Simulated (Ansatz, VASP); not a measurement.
One calculation of NaF, two programs

```
CELL_PARAMETERS angstrom
0.00000 2.35027 2.35027
2.35027 0.00000 2.35027
2.35027 2.35027 0.00000
ATOMIC_POSITIONS crystal
Na 0.00000 0.00000 0.00000
F 0.50000 0.50000 0.50000
```

Alike in both runs: functional PBE; k mesh 8 × 8 × 8; occupations gaussian, width 0.02 eV; no spin polarisation.

Ansatz relaxed the structure, and its values are those at the end. VASP's run is a single point on that final structure, the one shown.

```csv
,VASP,Ansatz
version,VASP 6.6.1,Ansatz 0.2.0
potentials or method,"VASP PAW PBE potentials, release 64 (Na_pv, F)","scalar-relativistic, plane waves, PAW"
plane-wave cutoff (eV),520,420
valence electrons in the cell,14,16
```

Ansatz gave:

```
gap on the k mesh at the Fermi level (eV) : 6.09
least direct gap on the mesh (eV)         : 6.09
pressure (GPa)                            : 0.0
```

Which values does VASP return?

gap on the k mesh at the Fermi level (eV): 6.07; least direct gap on the mesh (eV): 6.07; pressure (GPa): -0.1.

The two sets of potentials don't hold the same shells in valence.
